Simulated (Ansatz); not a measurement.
# Te2Mo (P6_3/mmc) in Ansatz: notebook

Runs on Te2Mo. Level: PBEsol. Tasks: single point.

All numbers are computed with Ansatz 0.2.0; they aren't measurements. Logs are shortened: lines on timing, memory, paths and dates and some standing lists are left out, and cuts for length are marked.

**1. The crystal as given**

The structure is hexagonal, space group P6_3/mmc (No. 194). The conventional cell has a = 3.518 Å, b = 3.518 Å, c = 13.974 Å, α = 90.00°, β = 90.00°, γ = 120.00°. Around Te (site symmetry 3m) lie 3 Mo at 2.72 Å. Around Mo (site symmetry -6m2) lie 6 Te at 2.72 Å.

**2. Single point, PBEsol, 23.47 Å³/atom (volume scaled by 0.94)**

Contents of input.yaml:

```yaml
crystal:
  lattice:
    - [3.4463798477, 0.0, 0.0]
    - [-1.7231899238, 2.9846524992, 0.0]
    - [0.0, 0.0, 13.6883444487]
  atoms:
    - { symbol: Te, position: [0.6666666667, 0.3333333333, 0.379] }
    - { symbol: Te, position: [0.3333333333, 0.6666666667, 0.879] }
    - { symbol: Te, position: [0.6666666667, 0.3333333333, 0.121] }
    - { symbol: Te, position: [0.3333333333, 0.6666666667, 0.621] }
    - { symbol: Mo, position: [0.6666666667, 0.3333333333, 0.75] }
    - { symbol: Mo, position: [0.3333333333, 0.6666666667, 0.25] }
kpoints:
  mp_grid: { grid: [9, 9, 2] }
scf:
  occupations: { method: fermi_dirac, width: 0.05 }
hamiltonian:
  xc: pbesol
  pseudopotentials: { kind: all_electron, lapw: { basis_error: 0.001 } }
output:
  forces: true
  stress: true
  eigenvalues: true
```

Potentials or basis: all-electron LAPW, scalar-relativistic.

Run with:

```
$ ansatz run input.yaml --threads 4 --pin off --max-ram 12288MiB --backend cpu --events-out ev --progress --plain --runs-dir out
```

Output:

```text
Warning: RAYON_NUM_THREADS=4 ignored (pool sized by the plan → 4); use --threads N
LAPW: plane waves up to 8.476 Å⁻¹, error target 1.0e-3 eV per atom; small_component_spin mean_spin; Mo in spheres of 1.310 Å, 30 of its electrons in bands, Dirac shells []; Te in spheres of 1.351 Å, 24 of its electrons in bands, Dirac shells [] (how accurate: hamiltonian.pseudopotentials.lapw.basis_error, Limitations)
Engine: ansatz 0.2.0, aarch64-unknown-linux-gnu
Pseudopotentials: kind: all_electron
Pseudopotential: Te, LAPW, valence charge 24, lapw/all_electron/scalar/gaussian/Te, Koelling and Harmon's equation, gaussian nucleus
Pseudopotential: Mo, LAPW, valence charge 30, lapw/all_electron/scalar/gaussian/Mo, Koelling and Harmon's equation, gaussian nucleus
Functional definition: PBEsol
  exchange = pbesol_x
  correlation = pbesol_c
Crystal: 6 atoms, lattice volume = 140.802 Å³
Basis set: ecut = 273.736218511632 eV, 1465 PW (Γ), exchange–correlation at level 2
Bands: 94, of which v1, the nominal top of the filled ones, is band 78 counted from 1 (77 counted from 0)
Symmetry: 24 space group operations
Space group: P63/mmc (ITA 194), of the structure as read, at distance tolerance 5.2e-5 Å
k-points: 24 of 162
Non-local potential: Te, projectors of the file, none
Non-local potential: Mo, projectors of the file, none
Initial density: superposition of atomic densities (chi_scale 0.1, normalization cell, long waves kept (reshape's long-wave potential 0.03 eV rms))
Initial wavefunctions: plane waves of lowest kinetic energy (no species holds an atomic orbital)
Functional: x = pbesol(κ = 0.804, μ = 0.12345679012345678), c = pbesol(β = 0.046)
iter 1 solved again at ethr=1.20e-3 eV; its pass at ethr=1.00e-1 eV (dr2=1.87e0 eV) is discarded
SCF iter   1: F=—  HF=-959465.219593 eV  |F-HF|=—  |Δ(HF+E_count)|=         —  Δρ=3.30e-2  dr2=1.87e0  ethr=1.20e-3  ⟨swp⟩=2.1  Hψ=14461  notcnv=0
preconditioner: auto → Resta (q_TF=auto, 2.775 Å⁻¹)  ε∞=4.7  [insulator: Δε(μ)=0.700 eV  Ē_g=9.785 eV  σ=0.050 eV  W_gap=1.00  n_scr=54 (ndim 8)  ℏωp=18.8 eV  f_vac=0.052  D(μ)=0.00/eV (n_scr^D=0)  ε∞_Penn≈4.7]
SCF iter   2: F=—  HF=-959464.620693 eV  |F-HF|=—  |Δ(HF+E_count)|=   5.99e-1  Δρ=2.27e-2  dr2=3.97e0  ethr=1.20e-3  ⟨swp⟩=2.6  Hψ=6945  notcnv=0
SCF iter   3: F=—  HF=-959464.147052 eV  |F-HF|=—  |Δ(HF+E_count)|=   4.74e-1  Δρ=1.33e-2  dr2=3.98e-1  ethr=1.20e-3  ⟨swp⟩=2.8  Hψ=6798  notcnv=0
iter 4 solved again at ethr=2.24e-5 eV; its pass at ethr=2.55e-4 eV (dr2=3.50e-2 eV) is discarded
SCF iter   4: F=—  HF=-959464.010794 eV  |F-HF|=—  |Δ(HF+E_count)|=   1.36e-1  Δρ=4.27e-3  dr2=3.51e-2  ethr=2.24e-5  ⟨swp⟩=2.0  Hψ=11513  notcnv=0
SCF iter   5: F=—  HF=-959464.005847 eV  |F-HF|=—  |Δ(HF+E_count)|=         —  Δρ=1.78e-3  dr2=1.05e-2  ethr=2.24e-5  ⟨swp⟩=2.0  Hψ=6540  notcnv=0
the basis was enlarged: its passes take 1011.2 KiB over the memory plan, 4 of 4 planned eigensolver slots
SCF iter   6: F=—  HF=-959464.004998 eV  |F-HF|=—  |Δ(HF+E_count)|=   8.49e-4  Δρ=3.42e-4  dr2=4.59e-4  ethr=6.71e-6  ⟨swp⟩=2.0  Hψ=6525  notcnv=0
SCF iter   7: F=—  HF=-959464.005031 eV  |F-HF|=—  |Δ(HF+E_count)|=   3.30e-5  Δρ=1.59e-4  dr2=1.39e-4  ethr=2.94e-7  ⟨swp⟩=2.0  Hψ=6525  notcnv=0
SCF iter   8: F=—  HF=-959464.005004 eV  |F-HF|=—  |Δ(HF+E_count)|=   2.64e-5  Δρ=5.47e-5  dr2=5.18e-6  ethr=8.92e-8  ⟨swp⟩=2.0  Hψ=6525  notcnv=0
SCF iter   9: F=—  HF=-959464.005006 eV  |F-HF|=—  |Δ(HF+E_count)|=   1.92e-6  Δρ=2.00e-5  dr2=1.06e-6  ethr=3.32e-9  ⟨swp⟩=3.0  Hψ=6614  notcnv=0
SCF iter  10: F=—  HF=-959464.005006 eV  |F-HF|=—  |Δ(HF+E_count)|=   1.64e-7  Δρ=7.23e-6  dr2=1.30e-7  ethr=6.78e-10  ⟨swp⟩=2.9  Hψ=6591  notcnv=0
SCF iter  11: F=—  HF=-959464.005006 eV  |F-HF|=—  |Δ(HF+E_count)|=   6.01e-8  Δρ=6.94e-6  dr2=2.21e-7  ethr=8.31e-11  ⟨swp⟩=3.0  Hψ=6713  notcnv=0
SCF iter  12: F=-959464.005006 eV  HF=-959464.005006 eV  |F-HF|=1.30e-7  |Δ(HF+E_count)|=   2.70e-8  Δρ=4.25e-6  dr2=8.83e-8  ethr=8.31e-11  ⟨swp⟩=2.0  Hψ=6525  notcnv=0
SCF 1 converged in 12 iterations: F = -959464.005006 eV  dr2 = 8.83e-8
SCF converged after 12 iterations
Free energy (F): -959464.005006 eV
Harris-Foulkes:  -959464.005006 eV  (|F-HF|=1.30e-7)
Internal energy: -959464.004955 eV  (E = F + TS)
E sigma→0 (E₀):  -959464.004981 eV
Entropy (-TS):   -0.000051 eV (-0.008 meV/atom)
Fermi energy:    16.277340 eV
--- Per-component energies (eV) ---
  E_band       = -12559.234803
  E_kinetic    = 1008859.465133
  E_xc         = -25478.549344
  E_electrostatic = -1942844.920744  (all electrons and nuclei)
  E_smearing   = -0.000051  (= −TS)
  E_closure    = 0.000000  (closes the sum)
  E_atoms      = -959424.837554  (free atoms, spherical and without spin; not in F)
  Σ components = -959464.005006   (vs F -959464.005006, Δ=0.00e0)
  Basis errors (estimates in eV, not in F): energy 4.0e-4 per atom: plane waves 3.6e-4 (2.0e-4 summed), levels above the bands 2.3e-72, relativity 1.8e-8, radial functions 4.0e-5, core shells 5.5e-7; eigenvalues (radial functions only) 1.2e-6; not estimated: angular momenta, meshes, grids; target (lapw.basis_error) 1.0e-3; muffin-tin radii Mo 1.310 Å, Te 1.351 Å
--- Forces (eV/Å), atoms counted from 1 ---
  atom   1  Te    -0.00000000    -0.00000000     0.83834349
  atom   2  Te     0.00000000     0.00000000     0.83834349
  atom   3  Te    -0.00000000    -0.00000000    -0.83834349
  atom   4  Te     0.00000000     0.00000000    -0.83834349
  atom   5  Mo     0.00000000    -0.00000000     0.00000000
  atom   6  Mo    -0.00000000     0.00000000     0.00000000
  max |Σ_I F_I| component: 6.94e-18 eV/Å
--- Stress (GPa, compression-positive) ---
        5.209734       0.000000       0.000000
        0.000000       5.209734       0.000000
        0.000000       0.000000       7.610067
  P = ⅓ Tr σ = 6.0098 GPa (60.098 kbar)
--- Band table (eV; the first three rows and the last of 24) ---
  k-point 0: bands = ["-359.3607", "-359.3607", "-359.3216", "-359.3216", "-359.3216", "-359.3216", "-201.5083", "-201.5083", "-201.5015", "-201.5015", "-201.5015", "-201.5015", "-201.4733", "-201.4733", "-201.4733", "-201.4733", "-143.1577", "-143.1577", "-143.1577", "-143.1577", "-93.2877", "-93.2877", "-93.2877", "-93.2877", "-93.2877", "-93.2877", "-93.2877", "-93.2877", "-93.2245", "-93.2245", "-93.2245", "-93.2244", "-44.7742", "-44.7742", "-20.7947", "-20.7947", "-20.7942", "-20.7942", "-20.7760", "-20.7760", "-20.7757", "-20.7757", "-20.7279", "-20.7279", "-20.7258", "-20.7258", "-20.7153", "-20.7153", "-20.7134", "-20.7134", "-20.7105", "-20.7086", "-20.6984", "-20.6966", "-19.0174", "-19.0173", "-18.8119", "-18.8119", "-18.8119", "-18.8119", "2.4253", "2.7840", "3.3826", "3.9670", "9.6061", "11.0247", "12.5556", "13.8940", "13.8940", "13.9097", "13.9097", "14.6515", "14.7637", "14.7637", "14.8007", "14.8007", "15.6354", "15.9226", "19.0448", "19.0448", "19.1897", "19.1897", "19.3317", "19.3317", "19.6286", "19.6286", "21.9552", "22.2134", "23.1083", "23.8065", "24.5174", "24.9779", "24.9779", "25.5296"]
  k-point 1: bands = ["-359.3607", "-359.3607", "-359.3216", "-359.3216", "-359.3216", "-359.3216", "-201.5083", "-201.5083", "-201.5015", "-201.5015", "-201.5015", "-201.5015", "-201.4733", "-201.4733", "-201.4733", "-201.4733", "-143.1577", "-143.1577", "-143.1577", "-143.1577", "-93.2877", "-93.2877", "-93.2877", "-93.2877", "-93.2877", "-93.2877", "-93.2877", "-93.2877", "-93.2245", "-93.2245", "-93.2245", "-93.2245", "-44.7742", "-44.7742", "-20.7945", "-20.7945", "-20.7945", "-20.7945", "-20.7758", "-20.7758", "-20.7758", "-20.7758", "-20.7269", "-20.7269", "-20.7269", "-20.7269", "-20.7142", "-20.7142", "-20.7142", "-20.7142", "-20.7096", "-20.7096", "-20.6974", "-20.6974", "-19.0174", "-19.0174", "-18.8119", "-18.8119", "-18.8119", "-18.8119", "2.5621", "2.5621", "3.7122", "3.7122", "10.1542", "10.1542", "13.6846", "13.6846", "13.9017", "13.9017", "13.9017", "13.9017", "14.7823", "14.7823", "14.7823", "14.7823", "15.8433", "15.8433", "19.0879", "19.0879", "19.0879", "19.0879", "19.5086", "19.5086", "19.5086", "19.5086", "22.1378", "22.1378", "23.8801", "23.8801", "24.2506", "24.2506", "25.2164", "25.2164"]
  k-point 2: bands = ["-359.3607", "-359.3607", "-359.3216", "-359.3216", "-359.3216", "-359.3216", "-201.5083", "-201.5083", "-201.5015", "-201.5015", "-201.5015", "-201.5015", "-201.4733", "-201.4733", "-201.4733", "-201.4733", "-143.1577", "-143.1577", "-143.1577", "-143.1577", "-93.2878", "-93.2878", "-93.2878", "-93.2878", "-93.2878", "-93.2878", "-93.2878", "-93.2878", "-93.2245", "-93.2245", "-93.2245", "-93.2244", "-44.7727", "-44.7727", "-20.7930", "-20.7924", "-20.7915", "-20.7910", "-20.7794", "-20.7789", "-20.7729", "-20.7725", "-20.7289", "-20.7288", "-20.7271", "-20.7268", "-20.7196", "-20.7177", "-20.7156", "-20.7136", "-20.7086", "-20.7072", "-20.6965", "-20.6948", "-19.0057", "-19.0056", "-18.8339", "-18.8339", "-18.8158", "-18.8158", "2.6155", "2.9721", "3.5205", "4.0855", "9.8110", "11.2166", "12.4490", "13.4948", "13.5306", "14.0472", "14.0749", "14.1484", "14.5186", "14.5692", "14.7041", "14.7572", "15.7255", "15.8883", "18.4700", "18.5314", "18.5456", "18.6628", "18.8853", "19.1267", "19.2553", "19.4062", "22.5946", "22.9055", "23.1580", "24.1310", "24.5704", "24.6309", "24.9308", "25.4809"]
  k-point 23: bands = ["-359.3607", "-359.3607", "-359.3216", "-359.3216", "-359.3216", "-359.3216", "-201.5083", "-201.5083", "-201.5015", "-201.5015", "-201.5015", "-201.5015", "-201.4733", "-201.4733", "-201.4733", "-201.4733", "-143.1577", "-143.1577", "-143.1577", "-143.1577", "-93.2880", "-93.2880", "-93.2880", "-93.2880", "-93.2880", "-93.2880", "-93.2880", "-93.2880", "-93.2245", "-93.2245", "-93.2244", "-93.2244", "-44.7598", "-44.7598", "-20.8089", "-20.8089", "-20.7789", "-20.7789", "-20.7605", "-20.7605", "-20.7600", "-20.7600", "-20.7467", "-20.7467", "-20.7315", "-20.7315", "-20.7217", "-20.7217", "-20.7212", "-20.7212", "-20.7010", "-20.7010", "-20.6807", "-20.6807", "-18.9657", "-18.9657", "-18.9074", "-18.9074", "-18.9046", "-18.9046", "5.2450", "5.2450", "5.4387", "5.4387", "10.7279", "10.7279", "10.9435", "10.9435", "11.5613", "11.5613", "12.0495", "12.0495", "13.0492", "13.0492", "13.8255", "13.8255", "15.5904", "15.5904", "16.9146", "16.9146", "17.5262", "17.5262", "18.4669", "18.4669", "19.7784", "19.7784", "20.9824", "20.9824", "21.9827", "21.9827", "23.3583", "23.3583", "24.8352", "24.8352"]
```

It took 30 s on 4 threads of Arm Neoverse V1, shared host; peak memory 0.99 GiB.

Results:

- Free energy: -959464.0050 eV
- Pressure: 6.0 GPa
- Largest force: 0.838 eV/Å
- Band gap on the k mesh: 0.72 eV, indirect (least direct gap 1.13 eV)

Caveat: spin-orbit coupling is left out, which moves the levels of the heavy elements; an odd mesh through Γ misses points on the zone boundary, where band edges often lie; this functional lacks dispersion, which binds the layers, so the pressure and a relaxed spacing across them are unreliable.

**3. Single point, PBEsol, 23.97 Å³/atom (volume scaled by 0.96)**

Changes to input.yaml since step 2:

```diff
@@ -2,5 +2,5 @@
   lattice:
-    - [3.4463798477, 0.0, 0.0]
-    - [-1.7231899238, 2.9846524992, 0.0]
-    - [0.0, 0.0, 13.6883444487]
+    - [3.470650928, 0.0, 0.0]
+    - [-1.735325464, 3.0056718713, 0.0]
+    - [0.0, 0.0, 13.7847444167]
   atoms:
```

Potentials or basis: all-electron LAPW, scalar-relativistic.

Run with:

```
$ ansatz run input.yaml --threads 4 --pin off --max-ram 12288MiB --backend cpu --events-out ev --progress --plain --runs-dir out
```

Run time: 32 s. Hardware: 4 threads of Arm Neoverse V1, shared host; peak memory 0.99 GiB.

The run converged. Its results:

```yaml
Free_energy: -959464.0922 eV
Pressure: 3.4 GPa
Largest_force: 0.504 eV/Å
Band_gap_on_the_k_mesh: 0.74 eV, indirect (least direct gap 1.10 eV)
```

Caveat: spin-orbit coupling is left out, which moves the levels of the heavy elements; an odd mesh through Γ misses points on the zone boundary, where band edges often lie; this functional lacks dispersion, which binds the layers, so the pressure and a relaxed spacing across them are unreliable.

**4. Single point, PBEsol, 24.47 Å³/atom (volume scaled by 0.98)**

Changes to input.yaml since step 3:

```diff
@@ -2,5 +2,5 @@
   lattice:
-    - [3.470650928, 0.0, 0.0]
-    - [-1.735325464, 3.0056718713, 0.0]
-    - [0.0, 0.0, 13.7847444167]
+    - [3.494587208, 0.0, 0.0]
+    - [-1.747293604, 3.0264012979, 0.0]
+    - [0.0, 0.0, 13.8798146239]
   atoms:
```

Run with:

```
$ ansatz run input.yaml --threads 4 --pin off --max-ram 12288MiB --backend cpu --events-out ev --progress --plain --runs-dir out
```

Wall time 30 s (4 threads of Arm Neoverse V1, shared host); peak memory 0.99 GiB.

It converged, with:

```yaml
Free_energy: -959464.1327 eV
Pressure: 1.0 GPa
Largest_force: 0.195 eV/Å
Band_gap_on_the_k_mesh: 0.75 eV, indirect (least direct gap 1.07 eV)
```

Caveat: spin-orbit coupling is left out, which moves the levels of the heavy elements; an odd mesh through Γ misses points on the zone boundary, where band edges often lie; this functional lacks dispersion, which binds the layers, so the pressure and a relaxed spacing across them are unreliable.

**5. Single point, PBEsol, 24.96 Å³/atom**

Changes to input.yaml since step 4:

```diff
@@ -2,5 +2,5 @@
   lattice:
-    - [3.494587208, 0.0, 0.0]
-    - [-1.747293604, 3.0264012979, 0.0]
-    - [0.0, 0.0, 13.8798146239]
+    - [3.5182, 0.0, 0.0]
+    - [-1.7591, 3.0468505756, 0.0]
+    - [0.0, 0.0, 13.9736]
   atoms:
```

Run with:

```
$ ansatz run input.yaml --threads 4 --pin off --max-ram 12288MiB --backend cpu --events-out ev --progress --plain --runs-dir out
```

Wall time 24 s (4 threads of Arm Neoverse V1, shared host); peak memory 0.99 GiB.

The run converged. Its results:

```
Free energy            : -959464.1315 eV
Pressure               : -1.1 GPa
Largest force          : 0.090 eV/Å
Band gap on the k mesh : 0.76 eV, indirect (least direct gap 1.04 eV)
```

Caveat: spin-orbit coupling is left out, which moves the levels of the heavy elements; an odd mesh through Γ misses points on the zone boundary, where band edges often lie; this functional lacks dispersion, which binds the layers, so the pressure and a relaxed spacing across them are unreliable.

**6. Single point, PBEsol, 25.46 Å³/atom (volume scaled by 1.02)**

Changes to input.yaml since step 5:

```diff
@@ -2,5 +2,5 @@
   lattice:
-    - [3.5182, 0.0, 0.0]
-    - [-1.7591, 3.0468505756, 0.0]
-    - [0.0, 0.0, 13.9736]
+    - [3.5415000168, 0.0, 0.0]
+    - [-1.7707500084, 3.067028982, 0.0]
+    - [0.0, 0.0, 14.0661430943]
   atoms:
```

Potentials or basis: all-electron LAPW, scalar-relativistic.

Run with:

```
$ ansatz run input.yaml --threads 4 --pin off --max-ram 12288MiB --backend cpu --events-out ev --progress --plain --runs-dir out
```

Wall time 24 s (4 threads of Arm Neoverse V1, shared host); peak memory 1 GiB.

Results (log left out):

| Quantity | Value |
| --- | --- |
| Free energy | -959464.0931 eV |
| Pressure | -3.0 GPa |
| Largest force | 0.353 eV/Å |
| Band gap on the k mesh | 0.77 eV, indirect (least direct gap 1.01 eV) |

Caveat: spin-orbit coupling is left out, which moves the levels of the heavy elements; an odd mesh through Γ misses points on the zone boundary, where band edges often lie; this functional lacks dispersion, which binds the layers, so the pressure and a relaxed spacing across them are unreliable.

**7. Single point, PBEsol, 25.96 Å³/atom (volume scaled by 1.04)**

Changes to input.yaml since step 6:

```diff
@@ -2,5 +2,5 @@
   lattice:
-    - [3.5415000168, 0.0, 0.0]
-    - [-1.7707500084, 3.067028982, 0.0]
-    - [0.0, 0.0, 14.0661430943]
+    - [3.5644974145, 0.0, 0.0]
+    - [-1.7822487073, 3.0869453127, 0.0]
+    - [0.0, 0.0, 14.1574842452]
   atoms:
```

Run with:

```
$ ansatz run input.yaml --threads 4 --pin off --max-ram 12288MiB --backend cpu --events-out ev --progress --plain --runs-dir out
```

Run time: 24 s. Hardware: 4 threads of Arm Neoverse V1, shared host; peak memory 1 GiB.

The run converged. Its results:

```
Free energy            : -959464.0213 eV
Pressure               : -4.7 GPa
Largest force          : 0.596 eV/Å
Band gap on the k mesh : 0.78 eV, indirect (least direct gap 0.98 eV)
```

Caveat: spin-orbit coupling is left out, which moves the levels of the heavy elements; an odd mesh through Γ misses points on the zone boundary, where band edges often lie; this functional lacks dispersion, which binds the layers, so the pressure and a relaxed spacing across them are unreliable.

**8. Single point, PBEsol, 26.46 Å³/atom (volume scaled by 1.06)**

Changes to input.yaml since step 7:

```diff
@@ -2,5 +2,5 @@
   lattice:
-    - [3.5644974145, 0.0, 0.0]
-    - [-1.7822487073, 3.0869453127, 0.0]
-    - [0.0, 0.0, 14.1574842452]
+    - [3.5872018318, 0.0, 0.0]
+    - [-1.7936009159, 3.1066079149, 0.0]
+    - [0.0, 0.0, 14.2476617354]
   atoms:
```

Run with:

```
$ ansatz run input.yaml --threads 4 --pin off --max-ram 12288MiB --backend cpu --events-out ev --progress --plain --runs-dir out
```

Run time: 24 s. Hardware: 4 threads of Arm Neoverse V1, shared host; peak memory 0.99 GiB.

The run converged. Its results:

| Quantity | Value |
| --- | --- |
| Free energy | -959463.9197 eV |
| Pressure | -6.2 GPa |
| Largest force | 0.820 eV/Å |
| Band gap on the k mesh | 0.79 eV, indirect (least direct gap 0.96 eV) |

Caveat: spin-orbit coupling is left out, which moves the levels of the heavy elements; an odd mesh through Γ misses points on the zone boundary, where band edges often lie; this functional lacks dispersion, which binds the layers, so the pressure and a relaxed spacing across them are unreliable.

**9. For comparison**

An earlier run on the cell as given: functional PBEsol; potentials or basis all-electron LAPW, scalar-relativistic; cutoff 261 eV (chosen from the basis error); basis error allowed 0.001 eV/atom; k mesh 9 × 9 × 2; occupations fermi-dirac, width 0.05 eV; no spin polarisation.

- Pressure: -1.1 GPa
- Largest force: 0.090 eV/Å
- Band gap on the k mesh: 0.76 eV, indirect (least direct gap 1.04 eV)
